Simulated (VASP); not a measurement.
# Ge (Fd-3m) in VASP: notebook

The runs below take Ge through relaxation of cell and atoms, with PBEsol.

All numbers are computed with VASP 6.6.1; they aren't measurements. Logs are shortened: lines on timing, memory, paths and dates and some standing lists are left out, and cuts for length are marked.

### Step 1. Starting point

It takes space group Fd-3m (No. 227, cubic). The conventional cell has a = 5.658 Å, b = 5.658 Å, c = 5.658 Å, α = 90.00°, β = 90.00°, γ = 90.00°. Ge (site symmetry -43m) has 4 Ge at 2.45 Å as nearest neighbours.

### Step 2. Relaxation of cell and atoms, PBEsol

INCAR

```
PREC = Accurate
ENCUT = 600
EDIFF = 1E-6
ISMEAR = 0
SIGMA = 0.03
LREAL = F
LASPH = T
NELM = 80
ALGO = Normal
ISIF = 3
LWAVE = F
LCHARG = F
GGA = PS
IBRION = 2
NSW = 90
EDIFFG = -0.01
KPAR = 4
```

KPOINTS

```
Automatic mesh
0
Gamma
  10 10 10
```

POSCAR

```
Ge
1.0
    0.0000000000      2.8289100000      2.8289100000
    2.8289100000      0.0000000000      2.8289100000
    2.8289100000      2.8289100000      0.0000000000
Ge
2
Direct
    0.0000000000      0.0000000000      0.0000000000
    0.2500000000      0.2500000000      0.2500000000
```

Potentials or basis: VASP PAW PBE potentials, release 64 (Ge_d).

On the command line:

```bash
$ cat potpaw_PBE.64/Ge_d/POTCAR > POTCAR
$ mpirun -np 4 vasp_std > vasp.out
```

OUTCAR:

```text
PREC = Accurate
   ENCUT = 600
   EDIFF = 1E-6
   ISMEAR = 0
   LREAL = F
   LASPH = T
   NELM = 80
   ISIF = 3
   GGA = PS
   IBRION = 2
   NSW = 90
   EDIFFG = -0.01

 ion  position               nearest neighbor table
   1  0.000  0.000  0.000-   2 2.45   2 2.45   2 2.45   2 2.45
   2  0.250  0.250  0.250-   1 2.45   1 2.45   1 2.45   1 2.45

  LATTYP: Found a face centered cubic cell.
 ALAT       =     5.6578200000

  Lattice vectors:

 A1 = (   0.0000000000,   2.8289100000,   2.8289100000)
 A2 = (   2.8289100000,   0.0000000000,   2.8289100000)
 A3 = (   2.8289100000,   2.8289100000,   0.0000000000)

Analysis of symmetry for initial positions (statically):
=====================================================================
 Subroutine PRICEL returns:
 Original cell was already a primitive cell.

 Routine SETGRP: Setting up the symmetry group for a
 face centered cubic supercell.

 Subroutine GETGRP returns: Found 48 space group operations
 (whereof 24 operations were pure point group operations)
 out of a pool of 48 trial point group operations.

The static configuration has the point symmetry T_d .
 The point group associated with its full space group is O_h .

Analysis of symmetry for dynamics (positions and initial velocities):
=====================================================================
 Subroutine PRICEL returns:
 Original cell was already a primitive cell.

 Routine SETGRP: Setting up the symmetry group for a
 face centered cubic supercell.

 Subroutine GETGRP returns: Found 48 space group operations
 (whereof 24 operations were pure point group operations)
 out of a pool of 48 trial point group operations.

The dynamic configuration has the point symmetry T_d .
 The point group associated with its full space group is O_h .

 Subroutine INISYM returns: Found 48 space group operations
 (whereof 24 operations are pure point group operations),
 and found     1 'primitive' translations

----------------------------------------------------------------------------------------

                                     Primitive cell

  volume of cell :      45.2780

  direct lattice vectors                    reciprocal lattice vectors
     0.000000000  2.828910000  2.828910000    -0.176746521  0.176746521  0.176746521
     2.828910000  0.000000000  2.828910000     0.176746521 -0.176746521  0.176746521
     2.828910000  2.828910000  0.000000000     0.176746521  0.176746521 -0.176746521

  length of vectors
     4.000682889  4.000682889  4.000682889     0.306133954  0.306133954  0.306133954

  position of ions in fractional coordinates (direct lattice)
     0.000000000  0.000000000  0.000000000
     0.250000000  0.250000000  0.250000000

  ion indices of the primitive-cell ions
   primitive index   ion index
                 1           1
                 2           2

----------------------------------------------------------------------------------------

 KPOINTS: Automatic mesh

Automatic generation of k-mesh.
 Grid dimensions read from file:
 generate k-points for:   10   10   10

 Generating k-lattice:

  Cartesian coordinates                     Fractional coordinates (reciprocal lattice)
    -0.017674652  0.017674652  0.017674652     0.100000000  0.000000000  0.000000000
     0.017674652 -0.017674652  0.017674652     0.000000000  0.100000000  0.000000000
     0.017674652  0.017674652 -0.017674652     0.000000000  0.000000000  0.100000000

  Length of vectors
     0.030613395  0.030613395  0.030613395

  Shift w.r.t. Gamma in fractional coordinates (k-lattice)
     0.000000000  0.000000000  0.000000000

 Subroutine IBZKPT returns following result:
 ===========================================

 Found     47 irreducible k-points:

 Following reciprocal coordinates:
            Coordinates               Weight
  0.000000  0.000000  0.000000      1.000000
  0.100000  0.000000  0.000000      8.000000
  0.200000  0.000000  0.000000      8.000000
  0.300000  0.000000  0.000000      8.000000
  0.400000  0.000000  0.000000      8.000000
  0.500000  0.000000  0.000000      4.000000
[... 16 lines left out ...]
  0.300000  0.300000  0.000000      6.000000
  0.400000  0.300000  0.000000     24.000000
 [... further k-points ...]
   k-points           NKPTS =     47   k-points in BZ     NKDIM =     47   number of bands    NBANDS=     18
   number of dos      NEDOS =    301   number of ions     NIONS =      2
   total plane-waves  NPLWV =  32768
   dimension x,y,z NGX =    32 NGY =   32 NGZ =   32
   dimension x,y,z NGXF=    64 NGYF=   64 NGZF=   64
   ions per type =               2
   NGX,Y,Z   is equivalent  to a cutoff of  13.30, 13.30, 13.30 a.u.
   NGXF,Y,Z  is equivalent  to a cutoff of  26.59, 26.59, 26.59 a.u.
 SYSTEM =  unknown system
   PREC   = accura    normal or accurate (medium, high low for compatibility)
   ISTART =      0    job   : 0-new  1-cont  2-samecut
   ICHARG =      2    charge: 1-file 2-atom 10-const
   ISPIN  =      1    spin polarized calculation?
   LNONCOLLINEAR =      F non collinear calculations
   LSORBIT =      F    spin-orbit coupling
   LASPH  =      T    aspherical Exc in radial PAW
   ENCUT  =  600.0 eV  44.10 Ry    6.64 a.u.   7.99  7.99  7.99*2*pi/ulx,y,z
   NELM   =     80;   NELMIN=  2; NELMDL= -5     # of ELM steps
   EDIFF  = 0.1E-05   stopping-criterion for ELM
   LREAL  =      F    real-space projection
   EDIFFG = -.1E-01   stopping-criterion for IOM
   NSW    =     90    number of steps for IOM
   IBRION =      2    ionic relax: 0-MD 1-quasi-New 2-CG
   NFREE  =      1    steps in history (QN), initial steepest desc. (CG)
   ISIF   =      3    stress and relaxation
   ISYM   =      2    0-nonsym 1-usesym 2-fastsym
   POTIM  = 0.5000    time-step for ionic-motion
   TEBEG  =    0.0;   TEEND  =   0.0 temperature during run
   PSTRESS=    0.0 pullay stress
   NELECT =      28.0000    total number of electrons
   NUPDOWN=      -1.0000    fix difference up-down
   EMIN   =  10.00;   EMAX   =-10.00  energy-range for DOS
   EFERMI =   0.00;   METHOD = LEGACY
   ISMEAR =     0;   SIGMA  =   0.03  broadening in eV -4-tet -1-fermi 0-gaus
   EFERMI_NEDOS =   21; number of points for ismear=-14 and -15
   IALGO  =     38    algorithm
   IMIX   =      4    mixing-type and parameters
     AMIX     =   0.40;   BMIX     =  1.00
     AMIX_MAG =   1.60;   BMIX_MAG =  1.00
  volume/ion in A,a.u.               =      22.64       152.78
  Fermi-wavevector in a.u.,A,eV,Ry     =   1.394756  2.635708 26.468033  1.945346
  Thomas-Fermi vector in A             =   2.518275
   LORBIT       =      0    0 simple, 1 ext, 2 COOP (PROOUT), +10 PAW based schemes
   GGA     = PS    functional components
   LHFCALC =     F    Hartree Fock is set to
   AEXX    =    0.0000 exact exchange contribution
   IVDW    =     0    specifies the selected vdW correction
   LEPSILON=     F    determine dielectric tensor
   LRPA    =     F    only Hartree local field effects (RPA)
 conjugate gradient relaxation of ions
 non-spin polarized calculation
 Gauss-broadening in eV      SIGMA  =   0.03
  energy-cutoff  :      600.00
  volume of cell :       45.28
 maximum number of plane-waves:      1524
   NGX = 15   NGY = 15   NGZ = 15

--------------------------------------- Ionic step        1  -------------------------------------------

 number of electron      28.0000013 magnetization

 Free energy of the ion-electron system (eV)
  ---------------------------------------------------
  ext. energy  EPLUGINS =         0.00000000
  ---------------------------------------------------
  free energy    TOTEN  =        -9.87066962 eV

  energy without entropy =       -9.87061613  energy(sigma->0) =       -9.87064288

------------------------ aborting loop because EDIFF is reached ----------------------------------------

  FORCE on cell =-STRESS in cart. coord.  units (eV):
  Direction    XX          YY          ZZ          XY          YZ          ZX
  --------------------------------------------------------------------------------------
  -------------------------------------------------------------------------------------
  Total        0.1665325      0.1665325      0.1665325     -0.0000000      0.0000000     -0.0000000
  in kB        5.8928079      5.8928079      5.8928079     -0.0000000      0.0000000     -0.0000000
  external PRESSURE =       5.8928079 kB  Pullay stress =       0.0000000 kB
[... 57 lines left out ...]
  energy  without entropy=       -9.8712629759  energy(sigma->0) =       -9.87128617

--------------------------------------- Ionic step        3  -------------------------------------------

 number of electron      28.0000020 magnetization

 Free energy of the ion-electron system (eV)
  ---------------------------------------------------
  ext. energy  EPLUGINS =         0.00000000
  ---------------------------------------------------
  free energy    TOTEN  =        -9.87141132 eV

  energy without entropy =       -9.87136502  energy(sigma->0) =       -9.87138817

 E-fermi :   4.7821     XC(G=0): -10.0845

 val. band max:        4.7729685346   @ k =   0.0000   0.0000   0.0000
 cond. band min:       4.8675786373   @ k =   0.5000   0.0000   0.0000
 fundamental gap:      0.0946101028
 Fermi energy:         4.7821017154

 k-point     1 :       0.0000    0.0000    0.0000
  band No.  band energies     occupation
      1     -19.9771      2.00000
      2     -19.9771      2.00000
      3     -19.9771      2.00000
      4     -19.9412      2.00000
      5     -19.9412      2.00000
      6     -19.7340      2.00000
[... 10 lines left out ...]
     17       7.3009      0.00000
     18       7.3009      0.00000
[... 466 lines left out ...]
      2     -20.0045      2.00000
      3     -19.9612      2.00000
      4     -19.8792      2.00000
      5     -19.8593      2.00000
      6     -19.8363      2.00000
[... 10 lines left out ...]
     17      11.3745      0.00000
     18      11.9375      0.00000

 [... further k-points ...]
[... 5 lines left out ...]
  --------------------------------------------------------------------------------------
  -------------------------------------------------------------------------------------
  Total       -0.0070967     -0.0070967     -0.0070967      0.0000000      0.0000000     -0.0000000
  in kB       -0.2488188     -0.2488188     -0.2488188      0.0000000      0.0000000     -0.0000000
  external PRESSURE =      -0.2488188 kB  Pullay stress =       0.0000000 kB
[... 17 lines left out ...]
  FREE ENERGIE OF THE ION-ELECTRON SYSTEM (eV)
  ---------------------------------------------------
  free  energy   TOTEN  =        -9.8714113214 eV

  energy  without entropy=       -9.8713650202  energy(sigma->0) =       -9.87138817

 reached required accuracy - stopping structural energy minimisation
```

Wall time 16 s (4 MPI ranks of AMD EPYC 9R45 (Zen 5), shared host); peak memory 0.18 GiB.

Results:

```yaml
Free_energy: -9.8714 eV
Relaxed_volume: 22.85 Å³/atom
Relaxed_cell: a = 4.013 Å, b = 4.013 Å, c = 4.013 Å, α = 60.00°, β = 60.00°, γ = 60.00°
Space_group_after_relaxing_to_0.05_Å: Fd-3m (No. 227)
Energy_gained_by_relaxing: 0.4 meV/atom
Ionic_steps: 3
Pressure_after_relaxing: 0.0 GPa
Band_gap_on_the_k_mesh: none (metal or under the smearing width)
```

The path:
```csv
step,energy change (eV),largest force (eV/Å),pressure (GPa),volume (Å³)
1,0.0000,0.0000,0.59,45.28
2,-0.0006,0.0000,-0.10,45.83
3,-0.0007,0.0000,-0.02,45.70
```

Final structure:
```
Ge
1.0
     0.00000    2.83760    2.83760
     2.83760    0.00000    2.83760
     2.83760    2.83760    0.00000
Ge
2
Direct
  0.00000 0.00000 0.00000
  0.25000 0.25000 0.25000
```

Caveat: the PAW data sets were made with another functional, which shifts forces and pressure a little; this crystal is a semiconductor, whose small gap the functional closes, so the metal is an error of the method. Zero-point motion and thermal expansion aren't in these numbers.

### Step 3. Relaxation of cell and atoms, PBEsol

This run uses another cell than the first one, of 22.85 Å³/atom, 1.009 times its volume.

Changes to INCAR since step 2:

```diff
@@ -2,3 +2,3 @@
 ENCUT = 600
-EDIFF = 1E-6
+EDIFF = 1E-7
 ISMEAR = 0
@@ -15,3 +15,3 @@
 NSW = 90
-EDIFFG = -0.01
+EDIFFG = -0.005
 KPAR = 4
```

KPOINTS is that of step 2.

POSCAR

```
Ge                                      
1.0
    0.0000000000      2.8376024269      2.8376024269
    2.8376024269      0.0000000000      2.8376024269
    2.8376024269      2.8376024269      0.0000000000
  Ge            
     2
Direct
     0.0000000000000000    0.0000000000000000    0.0000000000000000
     0.2500000000000000    0.2500000000000000    0.2500000000000000
```

Potentials or basis: VASP PAW PBE potentials, release 64 (Ge_d).

On the command line:

```bash
$ cat potpaw_PBE.64/Ge_d/POTCAR > POTCAR
$ mpirun -np 4 vasp_std > vasp.out
```

Wall time 23 s (4 MPI ranks of AMD EPYC 9R45 (Zen 5), shared host); peak memory 0.19 GiB.

It converged, with:

- Free energy: -9.8715 eV
- Relaxed volume: 22.83 Å³/atom
- Relaxed cell: a = 4.012 Å, b = 4.012 Å, c = 4.012 Å, α = 60.00°, β = 60.00°, γ = 60.00°
- Space group after relaxing (to 0.05 Å): Fd-3m (No. 227)
- Energy gained by relaxing: 0.0 meV/atom
- Ionic steps: 5
- Pressure after relaxing: 0.0 GPa
- Band gap on the k mesh: none (metal or under the smearing width)

Final structure:
```
Ge
1.0
     0.00000    2.83700    2.83700
     2.83700    0.00000    2.83700
     2.83700    2.83700    0.00000
Ge
2
Direct
  0.00000 0.00000 0.00000
  0.25000 0.25000 0.25000
```

Levels at points of the mesh, in eV from the Fermi level:
| k point | band 12 | band 13 | band 14 | band 15 | band 16 | band 17 |
| --- | --- | --- | --- | --- | --- | --- |
| (0.00, 0.00, 0.00) | -0.09 | -0.01 | -0.01 | -0.01 | 2.52 | 2.52 |
| (0.50, 0.00, 0.00) | -7.60 | -1.40 | -1.40 | 0.09 | 3.70 | 3.70 |
| (0.50, 0.50, 0.00) | -8.88 | -3.07 | -3.07 | 0.67 | 0.67 | 9.41 |

Caveat: the PAW data sets were made with another functional, which shifts forces and pressure a little; this crystal is a semiconductor, whose small gap the functional closes, so the metal is an error of the method.

### Step 4. Relaxation of cell and atoms, PBEsol

INCAR

```
ALGO     = Normal         # electronic algorithm
EDIFF    = 1E-6           # SCF threshold, eV
EDIFFG   = -0.01          # ionic threshold
ENCUT    = 600            # plane-wave cutoff, eV
GGA      = PS             # functional
IBRION   = 2              # ionic algorithm
ISIF     = 3              # what is computed and relaxed
ISMEAR   = 0              # smearing method
LASPH    = T              # aspherical terms in the spheres
LCHARG   = F              # write CHGCAR
LREAL    = F              # projectors in reciprocal space
LWAVE    = F              # write WAVECAR
NELM     = 80             # most SCF steps
NSW      = 90             # ionic steps
PREC     = Accurate       # precision mode
SIGMA    = 0.03           # smearing width, eV
```

KPOINTS

```
k-points
0
Gamma
  10 10 10
```

POSCAR

```
Ge
1.0
    0.0000000000      2.8289100000      2.8289100000
    2.8289100000      0.0000000000      2.8289100000
    2.8289100000      2.8289100000      0.0000000000
Ge
2
Direct
    0.0000000000      0.0000000000      0.0000000000
    0.2500000000      0.2500000000      0.2500000000
```

On the command line:

```bash
$ cat potpaw_PBE.64/Ge_d/POTCAR > POTCAR
$ mpirun -np 1 vasp_std > vasp.out
```

Wall time 55 s (1 thread of Intel Xeon Platinum 8259CL at 2.50GHz (Skylake/Cascade Lake), shared host); peak memory 0.2 GiB.

It converged, with:

```yaml
Free_energy: -9.8714 eV
Relaxed_volume: 22.85 Å³/atom
Relaxed_cell: a = 4.013 Å, b = 4.013 Å, c = 4.013 Å, α = 60.00°, β = 60.00°, γ = 60.00°
Space_group_after_relaxing_to_0.05_Å: Fd-3m (No. 227)
Energy_gained_by_relaxing: 0.4 meV/atom
Ionic_steps: 3
Pressure_after_relaxing: 0.0 GPa
Band_gap_on_the_k_mesh: none (metal or under the smearing width)
```

The path:
```
step  energy change (eV)  largest force (eV/Å)  pressure (GPa)  volume (Å³)
   1              0.0000                0.0000            0.59        45.28
   2             -0.0006                0.0000           -0.10        45.83
   3             -0.0007                0.0000           -0.02        45.70
```

Final structure:
```
CELL_PARAMETERS angstrom
0.00000 2.83760 2.83760
2.83760 0.00000 2.83760
2.83760 2.83760 0.00000
ATOMIC_POSITIONS crystal
Ge 0.00000 0.00000 0.00000
Ge 0.25000 0.25000 0.25000
```

Levels at points of the mesh, in eV from the Fermi level:
```csv
k point,band 12,band 13,band 14,band 15,band 16,band 17
"(0.00, 0.00, 0.00)",-0.10,-0.01,-0.01,-0.01,2.52,2.52
"(0.50, 0.00, 0.00)",-7.59,-1.40,-1.40,0.09,3.70,3.70
"(0.50, 0.50, 0.00)",-8.88,-3.07,-3.07,0.67,0.67,9.41
```

Caveat: the PAW data sets were made with another functional, which shifts forces and pressure a little; this crystal is a semiconductor, whose small gap the functional closes, so the metal is an error of the method.
